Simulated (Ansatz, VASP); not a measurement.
**Li4F: VASP beside Ansatz**

File INCAR:

```
SYSTEM = Li4F
PREC     = Accurate       ! precision mode
ENCUT    = 520            ! plane-wave cutoff, eV
EDIFF    = 1E-7           ! SCF threshold, eV
ISMEAR   = 0              ! smearing method
SIGMA    = 0.1            ! smearing width, eV
LREAL    = .False.        ! projectors in reciprocal space
LASPH    = .True.         ! aspherical terms in the spheres
NELM     = 150            ! most SCF steps
ALGO     = Normal         ! electronic algorithm
ISIF     = 2              ! what is computed and relaxed
LWAVE    = .False.        ! write WAVECAR
LCHARG   = .False.        ! write CHGCAR
ISPIN    = 2              ! spin polarisation
MAGMOM   = 0 0 0 0 1      ! initial moments
LORBIT   = 11             ! projections on sites
GGA      = PE             ! functional
NBANDS   = 22             ! bands
```

File KPOINTS:

```
Automatic mesh
0
Gamma
  4 4 4
  0 0 0
```

POSCAR

```
Li4F
1.0
    3.9059010800      0.0000000000      0.0000000000
    0.0000000000      3.9059010800      0.0000000000
    0.0000000000      0.0000000000      3.9059010800
Li F
4 1
Direct
    0.5000000000      0.5000000000      0.5000000000
    0.5000000000      0.0000000000      0.0000000000
    0.0000000000      0.5000000000      0.0000000000
    0.0000000000      0.0000000000      0.5000000000
    0.0000000000      0.0000000000      0.0000000000
```

Input for Ansatz:

```yaml
crystal:
  lattice:
    - [3.90590108, 0.0, 0.0]
    - [0.0, 3.90590108, 0.0]
    - [0.0, 0.0, 3.90590108]
  atoms:
    - { symbol: Li, position: [0.5, 0.5, 0.5] }
    - { symbol: Li, position: [0.5, 0.0, 0.0] }
    - { symbol: Li, position: [0.0, 0.5, 0.0] }
    - { symbol: Li, position: [0.0, 0.0, 0.5] }
    - { symbol: F, position: [0.0, 0.0, 0.0], spin: 1.0 }
basis:
  ecutwfc: 420
kpoints:
  mp_grid: { grid: [4, 4, 4] }
hamiltonian:
  xc: pbe
scf:
  occupations: { method: gaussian, width: 0.1 }
  lower_state_search: "off"
output:
  forces: true
  stress: true
  eigenvalues: true
  populations: true
magnetization:
  spin_polarized: true
```

Alike in both runs: task single point; functional PBE; k mesh 4 × 4 × 4; occupations gaussian, width 0.1 eV; collinear spin.

|  | VASP | Ansatz |
| --- | --- | --- |
| version | VASP 6.6.1 | Ansatz 0.2.0 |
| potentials or method | VASP PAW PBE potentials, release 64 (Li_sv, F) | scalar-relativistic, plane waves, PAW |
| plane-wave cutoff (eV) | 520 | 420 |
| valence electrons in the cell | 19 | 19 |

VASP gave:

```
gap on the k mesh at the Fermi level (eV)                     : none
net moment per atom (μB)                                      : 0.00
size of the moment on the site where the two differ most (μB) : 0.00
```

Problem. Which values does Ansatz return?

Solution. gap on the k mesh at the Fermi level (eV): none; net moment per atom (μB): 0.05; size of the moment on the site where the two differ most (μB): 0.04.

Site moments also hang on the region over which each program counts them. A gap of «none» marks a metal or a gap that the smearing closes. The functional is the same, so the differences come from potentials, cutoffs and numerics.

Caveats: the k mesh is coarse (spacing up to 0.40 Å⁻¹), so the values aren't converged.
